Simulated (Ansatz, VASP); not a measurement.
# NaF (Villiaumite): VASP beside Ansatz

```
CELL_PARAMETERS angstrom
-0.01126 2.24615 2.24615
2.24615 -0.01126 2.24615
2.24615 2.24615 -0.01126
ATOMIC_POSITIONS crystal
Na 0.00000 0.00000 0.00000
F 0.50000 0.50000 0.50000
```

Change from the starting cell: equal xy, yz and zx engineering shears of -0.5 %.

Alike in both runs: functional LDA; k mesh 10 × 10 × 10; no spin polarisation.

Ansatz relaxed the structure, and its values are those at the end. VASP's run is a single point on that final structure, the one shown.

|  | VASP | Ansatz |
| --- | --- | --- |
| version | VASP 6.6.1 | Ansatz 0.2.0 |
| potentials or method | VASP PAW LDA potentials, release 64 (Na_pv, F), cutoff 520 eV | all-electron LAPW, scalar-relativistic |
| occupations | gaussian, width 0.01 eV | fixed |

|  | VASP | Ansatz | Ansatz less VASP |
| --- | --- | --- | --- |
| gap on the k mesh at the Fermi level (eV) | 6.42 | 6.43 | +0.010 |
| pressure (GPa) | -0.1 | 0.0 | +0.06 |

Ansatz ran all-electron here, so the differences hold the error of VASP's frozen core and of both bases.

A k mesh can miss the band edges.
